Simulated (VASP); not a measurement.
# BeTe: relaxation of cell and atoms with PBEsol

BeTe:

```
CELL_PARAMETERS angstrom
0.00000 2.80614 2.80614
2.80614 0.00000 2.80614
2.80614 2.80614 0.00000
ATOMIC_POSITIONS crystal
Be 0.00000 0.00000 0.00000
Te 0.25000 0.25000 0.25000
```

```json
{"Program": "VASP 6.6.1", "Task": "relaxation of cell and atoms", "Functional": "PBEsol", "Potentials or basis": "VASP PAW PBE potentials, release 64 (Be, Te)", "Cutoff": "600 eV", "k mesh": "8 × 8 × 8", "Occupations": "gaussian, width 0.03 eV", "Spin": "no spin polarisation", "Further INCAR settings": "ALGO = Normal; EDIFF = 1e-07; IBRION = 2; EDIFFG = -0.005; NSW = 90; ISIF = 3"}
```

* Pressure after relaxing: 0.0 GPa
* Band gap on the k mesh: 1.83 eV, indirect (least direct gap 3.59 eV)

Final structure:
```
Be Te
1.0
     0.00000    2.80614    2.80614
     2.80614    0.00000    2.80614
     2.80614    2.80614    0.00000
Be Te
1 1
Direct
  0.00000 0.00000 0.00000
  0.25000 0.25000 0.25000
```

Levels at points of the mesh, in eV from the valence-band top:
```csv
k point,band 1,band 2,band 3,band 4,band 5,band 6,band 7,band 8
"(0.00, 0.00, 0.00)",-12.40,0.00,0.00,0.00,3.59,3.59,3.59,3.81
"(0.50, 0.00, 0.00)",-11.03,-5.64,-1.15,-1.15,3.06,4.55,4.55,7.66
"(0.50, 0.50, 0.00)",-10.52,-5.19,-2.70,-2.70,1.83,2.60,9.77,9.77
```

Run time: 6 s on 1 thread of Intel(R) Xeon(R) 6975P-C (Granite Rapids) (shared host), peak memory 0.18 GiB.

Caveat: the relaxation stopped at its first step, so nothing moved; the PAW data sets were made with another functional, which shifts forces and pressure a little; spin-orbit coupling is left out, which moves the levels of the heavy elements. A k mesh can miss the band edges.
